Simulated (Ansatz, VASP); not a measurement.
## One calculation of TiN, two programs

```xyz
2
Lattice="0.0000 2.1206 2.1206 2.1206 0.0000 2.1206 2.1206 2.1206 0.0000" Properties=species:S:1:pos:R:3 pbc="T T T"
Ti    0.0000    0.0000    0.0000
N     2.1206    2.1206    2.1206
```

The cell is a database's computed one.

Alike in both runs: task relaxation of cell and atoms; functional PBEsol; k mesh 14 × 14 × 14; occupations gaussian, width 0.1 eV; no spin polarisation.

|  | VASP | Ansatz |
| --- | --- | --- |
| version | VASP 6.6.1 | Ansatz 0.2.0 |
| potentials or method | VASP PAW PBE potentials, release 64 (Ti_sv, N) | scalar-relativistic, plane waves, PAW |
| plane-wave cutoff (eV) | 600 | 420 |
| valence electrons in the cell | 17 | 17 |

|  | VASP | Ansatz | Ansatz less VASP |
| --- | --- | --- | --- |
| gap on the k mesh at the Fermi level, each at its own relaxed structure (eV) | none | none | - |
| relaxed volume (Å³/atom) | 9.30 | 9.29 | -0.010 |
| relaxed cell length with the largest relative difference (Å) | 2.974 | 2.973 | -0.0010 |
| energy change over the relaxation (meV/atom) | -5 | -6 | -0.6 |

A gap of «none» marks a metal or a gap that the smearing closes. Ansatz warned: «pseudo_functional_mismatch».

Caveats: the PAW data sets were made with another functional, which shifts forces and pressure a little (VASP).
